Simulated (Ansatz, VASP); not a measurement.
One calculation of Cr, two programs

Contents of INCAR:

```
SYSTEM = Cr
  ALGO = Fast
  EDIFF = 1E-6
  ENCUT = 520
  GGA = PS
  ISIF = 2
  ISMEAR = 0
  LASPH = .True.
  LCHARG = .True.
  LELF = .True.
  LREAL = .False.
  LVHAR = .True.
  LWAVE = .False.
  NBANDS = 12
  NELM = 80
  PREC = Accurate
  SIGMA = 0.15
```

The input KPOINTS:

```
k-points
0
Gamma
  24 24 24
  0 0 0
```

File POSCAR:

```
Cr
1.0
   -1.4059012500      1.4059012500      1.3698525000
    1.4059012500     -1.4059012500      1.3698525000
    1.4059012500      1.4059012500     -1.3698525000
Cr
1
Direct
    0.0000000000      0.0000000000      0.0000000000
```

Input for Ansatz:

```yaml
crystal:
  lattice:
    - [-1.40590125, 1.40590125, 1.3698525]
    - [1.40590125, -1.40590125, 1.3698525]
    - [1.40590125, 1.40590125, -1.3698525]
  atoms:
    - { symbol: Cr, position: [0.0, 0.0, 0.0] }
basis:
  ecutwfc: 420
kpoints:
  mp_grid: { grid: [24, 24, 24] }
hamiltonian:
  xc: pbesol
scf:
  occupations: { method: gaussian, width: 0.15 }
output:
  forces: true
  stress: true
  eigenvalues: true
```

Change from the starting cell: strain -0.025 along x and y, -0.050 along z, atoms carried along.

Alike in both runs: task single point; functional PBEsol; k mesh 24 × 24 × 24; occupations gaussian, width 0.15 eV; no spin polarisation.

```csv
,VASP,Ansatz
version,VASP 6.6.1,Ansatz 0.2.0
potentials or method,"VASP PAW PBE potentials, release 64 (Cr_pv)","scalar-relativistic, plane waves, PAW"
plane-wave cutoff (eV),520,420
valence electrons in the cell,12,14
```

VASP gave:

| Item | Value |
| --- | --- |
| gap on the k mesh at the Fermi level (eV) | none |
| pressure (GPa) | 8.3 |
| largest component of the traceless stress (GPa) | 7.22 |

Task: What did Ansatz give for the same quantities?

Result: gap on the k mesh at the Fermi level (eV): none; pressure (GPa): 8.8; largest component of the traceless stress (GPa): 7.28.

A gap of «none» marks a metal or a gap that the smearing closes. The two sets of potentials don't hold the same shells in valence.

Caveats: the PAW data sets were made with another functional, which shifts forces and pressure a little (VASP); the run has no spin polarisation, though such a crystal can be magnetic. Spin polarisation is off, so any magnetic state and its effect on volume and gap are missing.
